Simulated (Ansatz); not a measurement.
Relaxed LaAlO$_{3}$ (cubic perovskite):

```yaml
crystal:
  lattice:
    - [3.77165, 0.00000, 0.00000]
    - [0.00000, 3.77165, 0.00000]
    - [0.00000, 0.00000, 3.77165]
  atoms:
    - { symbol: La, position: [0.50000, 0.50000, 0.50000] }
    - { symbol: Al, position: [0.00000, 0.00000, 0.00000] }
    - { symbol: O, position: [0.00000, 0.50000, 0.00000] }
    - { symbol: O, position: [0.50000, 0.00000, 0.00000] }
    - { symbol: O, position: [0.00000, 0.00000, 0.50000] }
```

Level of theory: PBEsol (plane waves to 420 eV, PAW, scalar-relativistic; Ansatz, a program for electronic structure). k mesh 7×7×7 (Γ-centred), Fermi-Dirac smearing 0.05 eV. LaAlO3 is run without spin polarisation. LaAlO3 was relaxed with its symmetry unable to fall. This is a high-temperature form of LaAlO3.

One atom of the cell was then moved (with its periodic images), all else fixed, and the forces (eV/Å) came out as:

| atom | Fx | Fy | Fz |
|---|---|---|---|
| La1 | 0.000 | -0.112 | 0.000 |
| Al2 | 0.000 | -0.752 | 0.000 |
| O3 | 0.000 | 1.656 | 0.000 |
| O4 | 0.000 | -0.396 | 0.000 |
| O5 | 0.000 | -0.396 | 0.000 |

Task: Which atom was moved, and by which vector (Å)?

Result: O3, by (0.00, -0.08, 0.00), 0.08 Å in all.

(A displaced cell: forces are minus the slopes of the energy, force constants its curvatures, and phonons follow from these.)
